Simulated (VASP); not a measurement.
Ti: work function with PBE

Slab: Ti, a slab with vacuum.

```
Ti
1.0
     2.95000    0.00000    0.00000
    -1.47500    2.55477    0.00000
     0.00000    0.00000   26.71500
Ti
6
Direct
  0.66667 0.33333 0.28074
  0.33333 0.66667 0.36844
  0.66667 0.33333 0.45615
  0.33333 0.66667 0.54385
  0.66667 0.33333 0.63156
  0.33333 0.66667 0.71926
```

The slab is cut from a database's or a generator's crystal, which needn't be the stable form of the element.

* Program: VASP 6.6.1
* Task: work function
* Functional: PBE
* Potentials or basis: VASP PAW PBE potentials, release 64 (Ti_sv)
* Cutoff: 520 eV
* k mesh: 10 × 10 × 1
* Occupations: fermi-dirac, width 0.05 eV
* Spin: no spin polarisation
* Dipole correction: yes
* Further INCAR settings: ALGO = Normal; EDIFF = 1e-06; EFIELD = -0.1

```
Largest force          : 0.626 eV/Å
Band gap on the k mesh : none (metal or under the smearing width)
```

Forces in eV/Å, atoms in the order of the input:
```
Ti   0.000  0.000  0.626
Ti   0.000  0.000 -0.592
Ti   0.000  0.000  0.070
Ti   0.000  0.000 -0.071
Ti   0.000  0.000  0.590
Ti   0.000  0.000 -0.623
```

Levels at points of the mesh, in eV from the Fermi level:
```
           k point  band 34  band 35  band 36  band 37  band 38  band 39
(0.00, 0.00, 0.00)     0.28     0.55     0.61     0.67     0.67     0.68
(0.50, 0.00, 0.00)    -0.84    -0.83     0.14     0.34     0.62     0.95
```

It took 6.3 min on 1 thread of Intel(R) Xeon(R) Platinum 8375C CPU @ 2.90GHz (Ice Lake) (shared host), peak memory 0.36 GiB.
